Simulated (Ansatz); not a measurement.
I need a comparison of enthalpies under pressure of two structures of Bi. Use Ansatz 0.2.0 through its Python package. Use (first run): revPBE, norm-conserving potentials, the default cutoff (898 eV here), 6×6×6 k-points, Fermi-Dirac smearing of 0.05 eV, D3BJATM dispersion.

`run_transition.py`:
```python
# -*- coding: utf-8 -*-
"""Enthalpies of two structures of Bi under pressure."""

import ansatz as az
import numpy as np
from tabulate import tabulate


def fcc(A, a):
    return (
        az.Lattice.fcc(a)
        .space_group(225)
        .atom(A, (0, 0, 0))
        .primitive()
    )


def diamond(first, a):
    return az.Crystal.diamond(first, a=a)


def run_phase(name, crystal, pressure=0.0):
    calc = crystal.calculation()
    calc = calc.functional("revpbe", dispersion="d3bjatm")
    calc = calc.pseudopotentials("nc").scf(self_checks="low")
    calc = calc.kpoints(spacing=0.39)
    calc = calc.occupations("fermi_dirac", width=0.05)
    calc = calc.relax(force_tolerance=0.02, cell=True, pressure=pressure)
    return calc.run()


def volume_per_atom(outcome):
    return abs(np.linalg.det(outcome.lattice.cell_ang)) / len(outcome.lattice.sites)


def main():
    phases = {}
    phases["fcc"] = fcc("Bi", 5.2)
    phases["diamond"] = diamond("Bi", 7.14)

    # enthalpy per atom at each pressure
    pressures = [0, 10, 20, 30]
    enthalpy, volume = {name: [] for name in phases}, {name: [] for name in phases}
    for p in pressures:
        for name, crystal in phases.items():
            o = run_phase(name, crystal, pressure=p)
            volume[name].append(volume_per_atom(o))
            enthalpy[name].append(o.report["energy_sigma0_ev"] / len(o.lattice.sites) + p * volume[name][-1] / 160.21766)
    gap = np.array(enthalpy["diamond"]) - np.array(enthalpy["fcc"])
    rows = [(p, va, vb, 1000 * d) for p, va, vb, d in zip(pressures, volume["fcc"], volume["diamond"], gap)]
    print(tabulate(rows, headers=["P (GPa)", "V fcc (A^3/atom)", "V diamond (A^3/atom)", "H(diamond) - H(fcc) (meV/atom)"], floatfmt=".4f", tablefmt="github"))
    crossings = [p0 - g0 * (p1 - p0) / (g1 - g0) for p0, p1, g0, g1 in zip(pressures, pressures[1:], gap, gap[1:]) if g0 * g1 < 0]
    print("crossing near", [round(float(p), 1) for p in crossings], "GPa") if crossings else print("no crossing in this range")


if __name__ == "__main__":
    main()
```

```console
$ python run_transition.py
DeckWarning: basis.ecutwfc = 897.975746 eV, auto-derived from the records' recommended cutoffs: set by Bi (normal level)
|   P (GPa) |   V fcc (A^3/atom) |   V diamond (A^3/atom) |   H(diamond) - H(fcc) (meV/atom) |
|-----------|--------------------|------------------------|----------------------------------|
|         0 |            29.7639 |                45.1740 |                         273.2709 |
|        10 |            26.3041 |                37.0220 |                        1061.1943 |
|        20 |            24.2251 |                33.1192 |                        1664.9610 |
|        30 |            22.7848 |                30.6215 |                        2185.4130 |
no crossing in this range
```
(Warnings from the package without file and line.)

What to keep in mind:
- The settings weren't tested for convergence.
- Such functionals run on norm-conserving files made under PBE, which can move pressures by some GPa.
- At a fixed pressure a relaxation lowers the enthalpy F + PV, while F alone can rise.
- Dispersion corrections can be off by several per cent in the lattices of metals, and by several GPa in the pressure at a fixed cell.
- For the metals among these phases the mesh is modest: differences between phases can be off by up to 40 meV an atom.
- Spin-orbit coupling, which matters for elements this heavy, is left out.
- Only these two structures are compared, at zero temperature and with their symmetry kept; either may be hypothetical, and another phase may be lower than both. Differences under about 40 meV an atom lie within the error of mesh and functional.
- The cells are prototypes set up for this calculation and needn't exist.
- Timing: 110 s on 1 thread of Arm Neoverse V1, with other jobs on the host, peak memory 0.46 GiB.

(A comment or docstring line of the script was reworded after the run, the code is as it ran; lines on the test bed's own set-up are left out of the output.)
